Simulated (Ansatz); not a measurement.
## Response of O to small distortions

```yaml
crystal:
  lattice:
    - [0.00000, 2.10755, 3.34485]
    - [1.47835, 0.00000, 3.34485]
    - [1.47835, 2.10755, 0.00000]
  atoms:
    - { symbol: O, position: [0.08710, 0.08710, 0.91290] }
    - { symbol: O, position: [0.91290, 0.91290, 0.08710] }
```

Atom numbers follow the list: O1, O2.

The conventional cell has a = 2.957 Å, b = 4.215 Å, c = 6.690 Å, α = 90.00°, β = 90.00°, γ = 90.00°. Around O (atom 1) lie 1 O at 1.17 Å.

The cell comes from COD entry 2106877, which wasn't checked; take it as a given geometry.

Solid oxygen carries moments on its molecules; these runs leave spin out.

Level of theory: Ansatz 0.2.0, DFT, PBE, all-electron PAW with datasets made for the crystal, scalar-relativistic.

Settings: a Γ-centred 12×12×12 k mesh, Fermi–Dirac smearing of 0.01 eV, cutoff 1040 eV (chosen by the program for this cell), no spin polarisation.

The unchanged cell is at 13.00 GPa.

In a metal, stresses and small energies carry noise from the k mesh.

x, y and z are the Cartesian axes of the cell as listed; fractional coordinates follow a strain, and an engineering shear is twice the off-diagonal strain component.

Problem. With this change (z strained by -4 % at fixed volume), what becomes of the energy and stress and forces?

Solution. Energy change +191 meV/atom; stress change (xx, yy, zz, yz, xz, xy) 0.17, -1.25, 47.40, 0.00, 0.00, 0.00 GPa, compression positive; change of the force on O2 (0.000, 0.000, -5.429) eV/Å.

Problem. With this change (atom 2 (O) moved by (0.0800, 0.0000, 0.0000) Å), what becomes of the energy and stress and forces?

Solution. Energy change +2 meV/atom; stress change (xx, yy, zz, yz, xz, xy) 0.23, 0.17, -2.26, 0.00, -0.15, 0.00 GPa, compression positive; change of the force on O2 (-0.093, 0.000, 0.256) eV/Å.

Problem. What force constant does this one finite step give for O2 along its displacement (all its periodic images move with it)?

Solution. k = −ΔF·u/|u|² = 1.17 eV/Å², so the force pulls the atom back.
